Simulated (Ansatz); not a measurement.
## Al3Ni2: hydrostatic pressure series

Computed with DFT PBEsol, scalar-relativistic, plane waves, PAW in Ansatz. (420 eV cutoff, 12×12×8 k-mesh, Gaussian smearing of 0.10 eV, no spin polarisation)

Reference structure (relaxed):

```
Al Ni
1.0
     4.00314    0.00000    0.00000
    -2.00157    3.46682    0.00000
     0.00000    0.00000    4.85946
Al Ni
3 2
Direct
  0.00000 0.00000 0.00000
  0.33333 0.66667 0.64778
  0.66667 0.33333 0.35222
  0.33333 0.66667 0.14557
  0.66667 0.33333 0.85443
```

Cell and atoms are relaxed at each pressure within the symmetry of the start, at zero temperature, so transitions that lower the symmetry aren't seen. The k-mesh given is that at zero pressure and may differ at others. a, b and c are the lengths of the cell vectors above.

```tsv
P (GPa)	V (Å³/atom)	V/V0	a (Å)	b (Å)	c (Å)
-3	13.79	1.022	4.033	4.033	4.893
0	13.49	1.000	4.003	4.003	4.859
3	13.22	0.980	3.975	3.975	4.829
8	12.82	0.951	3.934	3.934	4.784
15	12.36	0.916	3.884	3.884	4.729
30	11.58	0.859	3.799	3.799	4.635
60	10.52	0.780	3.675	3.675	4.498
```

(1) What bulk modulus and pressure derivative fit these points?

(2) Which cell vector or vectors give way most up to 60 GPa?

Results:

(1) A third-order Birch–Murnaghan fit gives B0 = 143 GPa and B0' = 4.2.

(2) a and b: the changes are a -8.2 %, b -8.2 %, c -7.4 %.